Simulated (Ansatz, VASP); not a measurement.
## SnS: VASP beside Ansatz

File INCAR:

```
PREC = Accurate
ENCUT = 520
EDIFF = 1E-7
ISMEAR = 0
SIGMA = 0.01
LREAL = F
LASPH = T
NELM = 100
ALGO = Fast
ISIF = 2
LWAVE = F
LCHARG = T
GGA = PE
LELF = T
LVHAR = T
NBANDS = 50
```

The input KPOINTS:

```
Automatic mesh
0
Gamma
  2 4 4
```

File POSCAR:

```
SnS
1.0
   11.2000000000      0.0000000000      0.0000000000
    0.0000000000      3.9870000000      0.0000000000
    0.0000000000      0.0000000000      4.3340000000
Sn S
4 4
Direct
    0.1194000000      0.2500000000      0.1198000000
    0.3806000000      0.7500000000      0.6198000000
    0.6194000000      0.2500000000      0.3802000000
    0.8806000000      0.7500000000      0.8802000000
    0.8508000000      0.2500000000      0.4793000000
    0.6492000000      0.7500000000      0.9793000000
    0.3508000000      0.2500000000      0.0207000000
    0.1492000000      0.7500000000      0.5207000000
```

Input for Ansatz:

```yaml
crystal:
  lattice:
    - [11.2, 0.0, 0.0]
    - [0.0, 3.987, 0.0]
    - [0.0, 0.0, 4.334]
  atoms:
    - { symbol: Sn, position: [0.1194, 0.25, 0.11980000000000002] }
    - { symbol: Sn, position: [0.3806, 0.75, 0.6198] }
    - { symbol: Sn, position: [0.6194000000000001, 0.25, 0.38020000000000004] }
    - { symbol: Sn, position: [0.8806, 0.75, 0.8802] }
    - { symbol: S, position: [0.8508, 0.25, 0.47930000000000006] }
    - { symbol: S, position: [0.6492000000000001, 0.75, 0.9793000000000002] }
    - { symbol: S, position: [0.3508, 0.25, 0.0207] }
    - { symbol: S, position: [0.14920000000000003, 0.75, 0.5207] }
kpoints:
  mp_grid:
    grid: [2, 4, 4]
hamiltonian:
  xc: pbe
scf:
  occupations:
    method: fixed
output:
  eigenvalues: true
```

Alike in both runs: task single point; functional PBE; k mesh 2 × 4 × 4; no spin polarisation.

|  | VASP | Ansatz |
| --- | --- | --- |
| version | VASP 6.6.1 | Ansatz 0.2.0 |
| potentials or method | VASP PAW PBE potentials, release 64 (Sn_d, S) | plane waves, PAW |
| plane-wave cutoff (eV) | 520 | 420 |
| occupations | gaussian, width 0.01 eV | fixed |
| valence electrons in the cell | 80 | 80 |

```csv
,VASP,Ansatz,Ansatz less VASP
gap on the k mesh at the Fermi level (eV),0.98,0.99,+0.008
```

Caveats: spin-orbit coupling is left out, which moves the levels of the heavy elements. A k mesh can miss the band edges.
